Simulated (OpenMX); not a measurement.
**TiTe2: band structure with LDA**

The system is TiTe2.

```
CELL_PARAMETERS angstrom
3.77700 0.00000 0.00000
-1.88850 3.27098 0.00000
0.00000 0.00000 6.49800
ATOMIC_POSITIONS crystal
Te 0.33333 0.66667 0.73720
Te 0.66667 0.33333 0.26280
Ti 0.00000 0.00000 0.00000
```

```json
{"Program": "OpenMX 3.8.5", "Task": "band structure", "Functional": "LDA", "Potentials or basis": "OpenMX 2013 LDA set, Te7.0-s3p2d2f1, Ti7.0-s3p2d2, grid cutoff 500 Ry", "k mesh": "7 × 7 × 3", "Occupations": "fermi-dirac, width 0.05 eV", "Spin": "no spin polarisation", "Mixing scheme": "rmm-diisk", "SCF threshold": "1e-08 Ha", "Solver": "band", "Max SCF cycles": "100"}
```

| Item | Value |
| --- | --- |
| Pressure | -3.7 GPa |
| Largest force | 0.265 eV/Å |
| Band gap along the path | none (metal or under the smearing width) |
| Mulliken charges | Te -0.32; Ti +0.65 e |

Forces on the atoms (eV/Å):
```
Te   0.000  0.006  0.265
Te   0.000 -0.006 -0.265
Ti   0.000  0.000  0.000
```

Levels at the corners of the path, in eV from the Fermi level:
| point | band 18 | band 19 | band 20 | band 21 | band 22 | band 23 | band 24 | band 25 | band 26 | band 27 |
| --- | --- | --- | --- | --- | --- | --- | --- | --- | --- | --- |
| Γ | -1.67 | -1.67 | 0.31 | 0.36 | 0.36 | 0.63 | 1.10 | 1.10 | 3.06 | 3.06 |
| M | -3.65 | -2.66 | -2.36 | -1.76 | -1.10 | 0.02 | 1.07 | 1.39 | 2.47 | 3.35 |
| K | -3.62 | -3.62 | -2.33 | -2.29 | -2.29 | 0.90 | 1.37 | 1.37 | 2.09 | 2.09 |
| Γ | -1.67 | -1.67 | 0.31 | 0.36 | 0.36 | 0.63 | 1.10 | 1.10 | 3.06 | 3.06 |
| A | -2.63 | -1.60 | -1.60 | 0.35 | 0.35 | 0.78 | 0.78 | 0.97 | 3.49 | 3.49 |
| L | -4.50 | -2.38 | -2.03 | -0.91 | -0.57 | -0.27 | 1.07 | 1.37 | 2.62 | 3.48 |
| H | -4.01 | -3.66 | -3.20 | -1.68 | -1.68 | 0.90 | 0.95 | 0.95 | 3.02 | 3.02 |
| A|L | -2.63 | -1.60 | -1.60 | 0.35 | 0.35 | 0.78 | 0.78 | 0.97 | 3.49 | 3.49 |
| M|K | -3.65 | -2.66 | -2.36 | -1.76 | -1.10 | 0.02 | 1.07 | 1.39 | 2.47 | 3.35 |
| H | -4.01 | -3.66 | -3.20 | -1.68 | -1.68 | 0.90 | 0.95 | 0.95 | 3.02 | 3.02 |

Wall time 110 s on 1 thread of Arm Neoverse V2, with other jobs on the host, peak memory 1.3 GiB.

Caveat: Mulliken charges move with the basis; spin-orbit coupling is left out, which moves the levels of the heavy elements; the basis of atomic orbitals isn't converged, which shifts pressures, moduli and gaps.
